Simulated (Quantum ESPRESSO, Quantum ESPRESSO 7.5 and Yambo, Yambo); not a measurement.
## Converging GW for GaP (F-43m) in Yambo

What does each rung of G0W0 on GaP (F-43m) cost, and what does it buy?

Method: PBE and many-body steps on it, plane waves, in Quantum ESPRESSO 7.5 and Yambo 5.3.0.

## (1) The structure

Symmetry: F-43m, No. 216, cubic system. The conventional cell has a = 5.450 Å, b = 5.450 Å, c = 5.450 Å, α = 90.00°, β = 90.00°, γ = 90.00°. Nearest to Ga lie 4 P at 2.36 Å. Nearest to P lie 4 Ga at 2.36 Å. Farther neighbours are not listed.

The cell and positions come from the Crystallography Open Database and are kept as given unless a step says otherwise.

## (2) Empty states on the mesh, 6×6×6 mesh, 268 bands

This step: Quantum ESPRESSO 7.5; DFT, PBE, plane waves, norm-conserving pseudopotentials.

The sums over transitions need many empty states on a uniform mesh; this step solves for them.

Input file pw.in:

```
&control
  calculation = 'nscf'
  prefix = 'x'
  outdir = 'o'
  pseudo_dir = 'pseudo'
/
&system
  ibrav = 0
  nat = 2
  ntyp = 2
  ecutwfc = 72.0
  nbnd = 268
  force_symmorphic = .true.
/
&electrons
  conv_thr = 1e-9
  electron_maxstep = 80
  diago_full_acc = .true.
  diago_thr_init = 5e-6
/
ATOMIC_SPECIES
  Ga 69.723 Ga.upf
  P 30.974 P.upf
CELL_PARAMETERS angstrom
  0.0000000000 2.7252500000 2.7252500000
  2.7252500000 0.0000000000 2.7252500000
  2.7252500000 2.7252500000 0.0000000000
ATOMIC_POSITIONS crystal
  Ga 0.0000000000 0.0000000000 0.0000000000
  P 0.2500000000 0.2500000000 0.2500000000
K_POINTS automatic
  6 6 6 0 0 0
```

The run is started by

```sh
> OMP_NUM_THREADS=1 mpirun -n 4 pw.x -nk 4 -in pw.in > pw.out
```

Log:

```text
Program PWSCF v.7.5 starts

     This program is part of the open-source Quantum ESPRESSO suite
     for quantum simulation of materials; please cite
         "P. Giannozzi et al., J. Phys.:Condens. Matter 21 395502 (2009);
         "P. Giannozzi et al., J. Phys.:Condens. Matter 29 465901 (2017);
         "P. Giannozzi et al., J. Chem. Phys. 152 154105 (2020);
     in publications or presentations arising from this work. More details at

     Atomic positions and unit cell read from directory:
     o/x.save/

     Message from routine setup:
[...]
76.9712  79.6905  79.8352  80.8653  80.8653  81.0900  82.4248  83.2170
     [... 22 further rows ...]
   188.2811 188.4097 189.2828 189.2828 189.7690 190.6614 190.6614 190.8924
   193.2193 193.2193 193.7649 194.0649

          k =-0.3536-0.3536 0.3536 (  2824 PWs)   bands (ev):

     [... further k-points ...]

     highest occupied, lowest unoccupied level (ev):     7.6196    9.2722

     XML data file, pseudopotentials, collected wavefunctions

=------------------------------------------------------------------------------=
   JOB DONE.
=------------------------------------------------------------------------------=
```

It took 35 s on 4 MPI ranks of Arm Neoverse V1, shared host; peak memory 0.47 GiB.

Numbers from this step:

```yaml
gap: 1.653 eV
k_of_the_valence_top: 0, 0, 0
k_of_the_conduction_bottom: 0, -0.5, -0.5
least_direct_gap: 1.817 eV
k_points_computed: 16
lowest_point_of_the_top_converged_band_above_the_valence_top: 183.3216 eV
```

On this mesh the gap is 1.653 eV.

The density comes from a self-consistent run that is not shown.

## (3) Conversion and set-up

This step: Yambo 5.3.0; conversion and set-up on PBE, plane waves, norm-conserving pseudopotentials.

The states are converted to the many-body program's format and the q mesh is built.

The run is started by

```sh
> (cd o/x.save; p2y > p2y.log; mv SAVE ../..); yambo > setup.log
```

Log:

```text
 Yambo, version 5.3.0

 [02] CORE Variables Setup
 =========================

  [02.01] Unit cells
  ==================

  Cell kind             :  FCC
  Atoms in the cell     :  Ga  P
  number of Ga atoms    :  1
  number of P  atoms    :  1

  List of atomic masses
  Mass of Ga    :  69.72300
  Mass of P     :  30.97400

  List of atomic coordinates    : [cc]
  Ga1       :  0.000000  0.000000  0.000000  order 1
  P1       :  2.574988  2.574988  2.574988  order 2

  Alat factors          :  5.149976  5.149976  5.149976 [a.u.]
  Direct lattice volume :  273.1780 [a.u.]
[...]
Q [ 1]         [rlu]:  0.000000  0.000000  0.000000
 Q [ 2]         [rlu]:  0.25176E-17  0.25176E-17  0.16667
 Q [ 3]         [rlu]:  0.50351E-17  0.50351E-17  0.33333
[...]
Q [ 8]         [rlu]:  0.51853E-17  0.16667     -0.33333
 Q [ 9]         [rlu]: -0.32791E-16  0.16667     -0.16667
 Q [10]         [rlu]:  0.25050E-16  0.33333      0.33333
     [... 4 further rows ...]
 Q [15]         [rlu]:  0.166667  0.333333 -0.333333
 Q [16]         [rlu]:  0.166667 -0.500000 -0.333333

  [03.01] X indexes
  =================

   [03.01.01] Sigma indexes
   ========================

 [06] Game Over & Game summary
```

The job ended after 2.8 s (1 MPI rank; peak memory 0.24 GiB).

## (4) 41 bands, 74.8 eV

G0W0 replaces the xc potential by the self-energy, built once from these orbitals. Only a window of levels is corrected, while the sums run over the empty bands that the input names.

This step: G0W0 on PBE, plane waves, norm-conserving pseudopotentials.

Input file gw1.in:

```
HF_and_locXC
gw0
dyson
ppa
em1d
rim_cut
RandQpts= 1000000
RandGvec= 1 RL
EXXRLvcs= 72 Ry
VXCRLvcs= 288 Ry
Chimod= "HARTREE"
% BndsRnXp
 1 | 41 |
%
NGsBlkXp= 5.5 Ry
% LongDrXp
 1 | 1 | 1 |
%
% GbndRnge
 1 | 41 |
%
DysSolver= "n"
ExtendOut
PPAPntXp= 27.21138 eV
% QPkrange
 1 | 1 | 8 | 11 |
 13 | 13 | 8 | 11 |
%
```

The run is started by

```sh
> OMP_NUM_THREADS=1 mpirun -n 4 yambo -F gw1.in -J gw1 -C gw1 > gw1.log
```

Log:

```text
 Yambo, version 5.3.0

 [02] CORE Variables Setup
 =========================

  [... cell, symmetries and grids as in the set-up ...]

  [02.05] Energies & Occupations
  ==============================

  [X] === General ===
  [X] Electronic Temperature                        :  0.000000  0.000000 [eV K]
  [X] Bosonic    Temperature                        :  0.000000  0.000000 [eV K]
  [X] Finite Temperature mode                       : no
  [X] El. density                                   :  0.44466E+24 [cm-3]
  [X] Fermi Level                                   :  7.619618 [eV]

  [X] === Gaps and Widths ===
  [X] Conduction Band Min                           :  1.652582 [eV]
  [X] Valence Band Max                              :  0.000000 [eV]
  [X] Filled Bands                                  :   9
  [X] Empty Bands                                   :   10  268
  [X] Direct Gap                                    :  1.816923 [eV]
  [X] Direct Gap localized at k                     :  1
  [X] Indirect Gap                                  :  1.652582 [eV]
  [X] Indirect Gap between kpts                     :   1  13
  [X] Last valence band width                       :  3.261558 [eV]
  [X] 1st conduction band width                     :  2.254772 [eV]

 [03] Transferred momenta grid and indexing
 ==========================================

 IBZ Q-points                                      :  16
 BZ  Q-points                                      :  216

 K/Q-points units:
 rlu = crystal or reduced units; cc = cartesian coordinates; iku = interal k-units

 Q [ 1]         [rlu]:  0.000000  0.000000  0.000000
 Q [ 2]         [rlu]:  0.25176E-17  0.25176E-17  0.16667
 Q [ 3]         [rlu]:  0.50351E-17  0.50351E-17  0.33333
 Q [ 4]         [rlu]:  0.51853E-17  0.51853E-17 -0.50000
 Q [ 5]         [rlu]:  0.12525E-16  0.16667      0.16667
 Q [ 6]         [rlu]:  0.25267E-16  0.16667      0.33333
 Q [ 7]         [rlu]: -0.26970E-17  0.16667      0.50000
 Q [ 8]         [rlu]:  0.51853E-17  0.16667     -0.33333
 Q [ 9]         [rlu]: -0.32791E-16  0.16667     -0.16667
 Q [10]         [rlu]:  0.25050E-16  0.33333      0.33333
     [... 4 further rows ...]
 Q [15]         [rlu]:  0.166667  0.333333 -0.333333
 Q [16]         [rlu]:  0.166667 -0.500000 -0.333333

 [04] Coloumb potential Random Integration (RIM)
 ===============================================

  [04.01] RIM initialization
  ==========================

  * Diagonal components only detected *

  8 x (sBL volume)        :  0.033630 [a.u.]
  sBZ random points       :  1000000
  Points outside the sBZ  :   7968281
  RL volume               :  0.908017 [a.u.]
  Integrated volume       :  0.911631 [a.u.]

  [04.02] RIM integrals
  =====================

  Gamma point sphere radius             :  0.058550 [a.u.]
  Points outside the sphere             :   800476
  [Int_sBZ(q=0) 1/q^2]*(Vol_sBZ)^(-1/3) =:  7.776341
                                 should be <:  7.795600

  Summary of Coulomb integrals for non-metallic bands |Q|[au] RIM/Bare

  Q [1] 0.100000E-4 0.997530 * Q [2] 0.176098 1.068480
  Q [5] 0.203340 1.068537 * Q [9] 0.287567 1.030488
  Q [6] 0.337202 1.023143 * Q [3] 0.352196 1.020326
  Q [10] 0.406681 1.017560 * Q [8] 0.443170 1.014854
  Q [14] 0.454683 1.014341 * Q [7] 0.498080 1.012352
  Q [11] 0.528294 1.011710 * Q [4] 0.528294 1.011454
  Q [12] 0.575133 1.010544 * Q [15] 0.601489 1.009943
  Q [13] 0.610021 1.009481 * Q [16] 0.643018 1.008827

 [WARNING] [Xp] User bands 1-41 break level degeneracy

 [05] Dipoles
 ============

  [05.01] Setup: observables and procedures
  =========================================

 [06] Dynamic Dielectric Matrix (PPA)
 ====================================

 [WR./gw1//ndb.pp]---------------------------------------------------------------
  Brillouin Zone Q/K grids (IBZ/BZ)                :   16  216   16  216
  RL vectors                                       :   3647 [WF]
  Coulomb cutoff potential                         : none
  Electronic Temperature                           :  0.000000 [K]
  Bosonic    Temperature                           :  0.000000 [K]
  PPA    diel. fun.  energies                      : Perdew, Burke & Ernzerhof(X)+Perdew, Burke & Ernzerhof(C)
  wavefunctions                                    : Perdew, Burke & Ernzerhof(X)+Perdew, Burke & Ernzerhof(C)
  Global Gauge                                     : length
  X matrix size                                    :   89
  X band range                                     :    1   41
  X e/h energy range                               : -1.000000 -1.000000 [eV]
  X Time ordering                                  : R
  X Hxc Kernel                                     : HARTREE
  X Drude frequency                                :  0.000000  0.000000
  X poles                                          :  100.0000 [o/o]
  RL vectors in the sum                            :   3647
  [r,Vnl] included                                 : yes
  Field direction                                  :  0.577350E-5  0.577350E-5  0.577350E-5
  BZ energy Double Grid                            : no
  BZ energy DbGd points                            : 0
  BZ Q point size factor                           : -1.000000
  X Optical Averaged directions                    : none

 [07] Local Exchange-Correlation + Non-Local Fock
 ================================================

 [VXC] Plane waves :  22419
 [EXS] Plane waves :  2837

 QP @ state[ 1 ] K range:  1  1
 QP @ state[ 1 ] b range:   8  11
 QP @ state[ 2 ] K range:  13  13
 QP @ state[ 2 ] b range:   8  11

 [xc] Functional : Perdew, Burke & Ernzerhof(X)+Perdew, Burke & Ernzerhof(C)
 [xc] LIBXC used to calculate xc functional
  PP Number of Atomic Species                      :  2
  NLCC RL compoments                               :  22419
  PP Number of Atomic Species                      :  2
  NLCC RL compoments                               :  22419

 [xc] E_xc :  -10.80444 [Ha]
      E_xc :  -21.60888 [Ry]

  Local XC kind (lXC) : Perdew, Burke & Ernzerhof(X)+Perdew, Burke & Ernzerhof(C)
  Non-Local XC kind (nlXC) : Hartree-Fock

  Corrections @ K [1] :  [eV]
 <8|nlXC|8> = -14.39071  0.11463E-16 <8|lXC|8> = -12.82108  0.70806E-16
 <9|nlXC|9> = -14.39072 -0.19389E-17 <9|lXC|9> = -12.82108  0.000000
 <10|nlXC|10> = -8.269671 -0.21756E-17 <10|lXC|10> = -12.31178  0.000000
 <11|nlXC|11> = -6.935920  0.25130E-18 <11|lXC|11> = -10.87053 -0.28323E-15

  Corrections @ K [13] :  [eV]
 <8|nlXC|8> = -14.58555  0.92692E-18 <8|lXC|8> = -11.50137 -0.47204E-16
 <9|nlXC|9> = -14.58554 -0.81921E-17 <9|lXC|9> = -11.50137 -0.47204E-16
 <10|nlXC|10> = -5.692731 -0.13152E-17 <10|lXC|10> = -9.381860  0.10031E-15
 <11|nlXC|11> = -6.588212 -0.23024E-17 <11|lXC|11> = -10.53001  0.19914E-16

 [08] Dyson equation: Newton solver
 ==================================

  [08.01] G0W0 (W PPA)
  ====================

  [  GW  ] Bands range     :    1   41
  [GW/PPA] G damping       :  0.100000 [eV]

  QP @ state[ 1 ] K range:  1  1
  QP @ state[ 1 ] b range:   8  11
  QP @ state[ 2 ] K range:  13  13
  QP @ state[ 2 ] b range:   8  11

   Sc/G bands                                       :    1   41
   Sc/G damping                                     :  0.100000 ev
   Sc bands terminator                              : no
   Sx RL components                                 :  2837

   QP @ state[ 1 ] K range                          :  1  1
   QP @ state[ 1 ] b range                          :   8  11
   QP @ state[ 2 ] K range                          :  13  13
   QP @ state[ 2 ] b range                          :   8  11
   GF energies kind                                 : Perdew, Burke & Ernzerhof(X)+Perdew, Burke & Ernzerhof(C)
   GF WF`s kind                                     : Perdew, Burke & Ernzerhof(X)+Perdew, Burke & Ernzerhof(C)
   Xs energies kind                                 : Perdew, Burke & Ernzerhof(X)+Perdew, Burke & Ernzerhof(C)
   Xs WF`s kind                                     : Perdew, Burke & Ernzerhof(X)+Perdew, Burke & Ernzerhof(C)

 [11] Game Over & Game summary
```

Wall time 66 s (4 MPI ranks); peak memory 1.6 GiB.

This step gave:

```
G0W0 gap on the points computed              : 2.039 eV
starting gap on the mesh                     : 1.653 eV
k of the valence top                         : 0, 0, 0
k of the conduction bottom                   : 0, -0.5, -0.5
least direct G0W0 gap on the computed points : 2.390 eV
Z at the valence top                         : 0.7858
Z at the conduction bottom                   : 0.8086
```

The gap on the mesh goes from 1.65 eV to 2.04 eV, a correction of +0.39 eV.

(Part 1 of 2 ends here.)

[Paths, hosts, dates, memory and timing lines, banners, echoed tables and standing remarks are left out of the program output.]

[Logs are printed without paths, hosts, clocks, repeated set-up lines and the standing remarks that a program may print on its own settings, such as how far it seeks lower states.]

[Runs of the session that timed out or met a known fault of the program may be left out.]

[Hosts, paths, dates, database ids (printed as entryN), source tags and the programs' standing remarks are cut or masked in the printed files.]
